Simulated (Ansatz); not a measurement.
GaN (rocksalt) (r2SCAN geometry), in Ansatz:

```cif
data_structure
_symmetry_space_group_name_H-M 'Fm-3m'
_symmetry_Int_Tables_number 225
_cell_length_a 4.2170
_cell_length_b 4.2170
_cell_length_c 4.2170
_cell_angle_alpha 90.000
_cell_angle_beta 90.000
_cell_angle_gamma 90.000
_cell_volume 74.99
loop_
_atom_site_label
_atom_site_type_symbol
_atom_site_symmetry_multiplicity
_atom_site_Wyckoff_symbol
_atom_site_fract_x
_atom_site_fract_y
_atom_site_fract_z
_atom_site_occupancy
Ga1 Ga 4 a 0.00000 0.00000 0.00000 1
N1 N 4 b 0.50000 0.00000 0.00000 1
```

G0W0@PBE with 70 empty bands, a screening cutoff of 140 eV and a 6×6×6 mesh (PAW, contour deformation) gives 1.440 eV over the mesh points, from a PBE gap of 0.626 eV; it sums over 79 bands with 65 plane waves in the screening and a wave cutoff of 420 eV. G0W0 here is at a finite number of bands, screening cutoff and k mesh, not at the basis limit. The calculation is spin-unpolarised, and the structure need not be a phase that has been made.

(1) Estimate the gap with starting point LDA.

(2) Another run gave a Kohn-Sham gap of 1.154 eV and a G0W0 gap of 1.687 eV, summing over 79 bands with 65 plane waves in the screening and a wave cutoff of 500 eV. What was changed?

## Answers

(1) 1.462 eV (+0.022 eV), from a Kohn-Sham gap of 0.418 eV.

(2) Starting point r2SCAN, with them a wave cutoff of 500 eV. The Kohn-Sham gap has moved while bands and screening basis stay; the higher wave cutoff is that of a meta-GGA.

With a shallow d shell on the cation, G0W0 converges slowly in bands and cutoff, so these values are in doubt.
